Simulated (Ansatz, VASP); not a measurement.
## Two plane-wave programs on Be

```
Be
1.0
     2.29950    0.00000    0.00000
    -1.14975    1.99143    0.00000
     0.00000    0.00000    3.69092
Be
2
Direct
  0.33333 0.66667 0.25000
  0.66667 0.33333 0.75000
```

Change from the starting cell: strain +0.000 along x and y, +0.025 along z, atoms carried along.

Alike in both runs: task single point; functional PBEsol; k mesh 24 × 24 × 14; occupations gaussian, width 0.15 eV; no spin polarisation.

|  | VASP | Ansatz |
| --- | --- | --- |
| version | VASP 6.6.1 | Ansatz 0.2.0 |
| potentials or method | VASP PAW PBE potentials, release 64 (Be) | scalar-relativistic, plane waves, PAW |
| plane-wave cutoff (eV) | 520 | 420 |
| valence electrons in the cell | 4 | 4 |

Ansatz gave:

| Quantity | Value |
| --- | --- |
| gap on the k mesh at the Fermi level (eV) | none |
| pressure (GPa) | -8.4 |
| largest component of the traceless stress (GPa) | 4.68 |

Question: Which values does VASP return?

Answer: gap on the k mesh at the Fermi level (eV): none; pressure (GPa): -8.1; largest component of the traceless stress (GPa): 4.65.

A gap of «none» marks a metal or a gap that the smearing closes.

Caveats: the PAW data sets were made with another functional, which shifts forces and pressure a little (VASP).
